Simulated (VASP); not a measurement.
Write the native input for VASP 6.6.1 that does the following.

```
Task                   : single point
Functional             : PBE
Potentials or basis    : VASP PAW PBE potentials, release 64 (Pb_d)
Cutoff                 : 520 eV
k mesh                 : 18 × 18 × 1
Occupations            : gaussian, width 0.1 eV
Spin                   : no spin polarisation
Dipole correction      : yes
Further INCAR settings : ALGO = Fast; EDIFF = 1e-06; NBANDS = 13
```

The structure of Pb lies in POSCAR:

```
Pb
1.0
    3.3285303729     -0.0000002315      0.0000000000
   -1.6642649860      2.8825919760      0.0000000000
    0.0000000000      0.0000000000     23.8000000000
Pb
1
Direct
    0.0000000000      0.0000000000      0.2941176471
```

The cell was built by a generator and needn't be a form met in nature.

The input as run:

INCAR

```
SYSTEM = Pb
ALGO = Fast ; DIPOL = 0.5 0.5 0.294
EDIFF = 1E-6 ; ENCUT = 520
GGA = PE ; IDIPOL = 3
ISIF = 2 ; ISMEAR = 0
LASPH = .True. ; LCHARG = .True.
LDIPOL = .True. ; LELF = .True.
LREAL = .False. ; LVACPOTAV = .True.
LVHAR = .True. ; LWAVE = .False.
NBANDS = 13 ; NELM = 100
PREC = Accurate ; SIGMA = 0.1
```

KPOINTS

```
k-points
0
Gamma
  18 18 1
  0 0 0
```

Potentials or basis: VASP PAW PBE potentials, release 64 (Pb_d).

Run with:

```sh
$ cat potpaw_PBE.64/Pb_d/POTCAR > POTCAR
$ mpirun -np 1 vasp_std > vasp.out
```

Results of the run:

| Property | Result |
| --- | --- |
| Band gap on the k mesh | none (metal or under the smearing width) |
| Work function of the upper face | 4.07 eV |
| Work function of the lower face | 4.07 eV |

Wall time 120 s on 1 thread of Intel(R) Xeon(R) Platinum 8488C (Sapphire Rapids) (shared host), peak memory 0.39 GiB.
